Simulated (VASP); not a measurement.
A run of VASP 6.6.1 is set up as follows.

INCAR

```
ALGO = Normal
EDIFF = 1E-6
EDIFFG = -0.01
ENCUT = 600
GGA = PS
IBRION = 2
ISIF = 3
ISMEAR = 0
KPAR = 4
LASPH = T
LCHARG = F
LREAL = F
LWAVE = F
NELM = 80
NSW = 90
PREC = Accurate
PSTRESS = 1130.0
SIGMA = 0.03
```

The input KPOINTS:

```
k-points
0
Gamma
  4 6 6
```

The input POSCAR:

```
Al2O3
1.0
    7.0899410000      0.0000000000      0.0000000000
    0.0000000000      4.8469330000      0.0000000000
    0.0000000000      0.0000000000      4.9854040000
Al O
8 12
Direct
    0.3903950000      0.2521520000      0.0305140000
    0.6096050000      0.2521520000      0.4694860000
    0.1096050000      0.2478480000      0.5305140000
    0.8903950000      0.2478480000      0.9694860000
    0.6096050000      0.7478480000      0.9694860000
    0.3903950000      0.7478480000      0.5305140000
    0.8903950000      0.7521520000      0.4694860000
    0.1096050000      0.7521520000      0.0305140000
    0.6540020000      0.1070210000      0.1019760000
    0.3459980000      0.1070210000      0.3980240000
    0.8459980000      0.3929790000      0.6019760000
    0.1540020000      0.3929790000      0.8980240000
    0.3459980000      0.8929790000      0.8980240000
    0.6540020000      0.8929790000      0.6019760000
    0.1540020000      0.6070210000      0.3980240000
    0.8459980000      0.6070210000      0.1019760000
    0.0000000000      0.0494040000      0.2500000000
    0.5000000000      0.4505960000      0.7500000000
    0.0000000000      0.9505960000      0.7500000000
    0.5000000000      0.5494040000      0.2500000000
```

Potentials or basis: VASP PAW PBE potentials, release 64 (Al, O).

The run is started by

```sh
$ cat potpaw_PBE.64/Al/POTCAR potpaw_PBE.64/O/POTCAR > POTCAR
$ mpirun -np 4 vasp_std > vasp.out
```

**Question.** Estimate the band gap on the k mesh.

**Answer.** 8.93 eV, direct.

**Question.** Estimate the space group after relaxing (to 0.05 Å).

**Answer.** Pbcn (No. 60).

Final structure:
```
Al O
1.0
     6.39723    0.00000    0.00000
     0.00000    4.38111    0.00000
     0.00000    0.00000    4.56218
Al O
8 12
Direct
  0.38677 0.25387 0.04003
  0.61323 0.25387 0.45997
  0.11323 0.24613 0.54003
  0.88677 0.24613 0.95997
  0.61323 0.74613 0.95997
  0.38677 0.74613 0.54003
  0.88677 0.75387 0.45997
  0.11323 0.75387 0.04003
  0.65442 0.10652 0.10349
  0.34558 0.10652 0.39651
  0.84558 0.39348 0.60349
  0.15442 0.39348 0.89651
  0.34558 0.89348 0.89651
  0.65442 0.89348 0.60349
  0.15442 0.60652 0.39651
  0.84558 0.60652 0.10349
  0.00000 0.05913 0.25000
  0.50000 0.44087 0.75000
  0.00000 0.94087 0.75000
  0.50000 0.55913 0.25000
```

Caveat: the cell is relaxed towards a set pressure, so the enthalpy falls and the energy may rise. A hybrid or GW would open this gap; PBEsol tends to underestimate it.
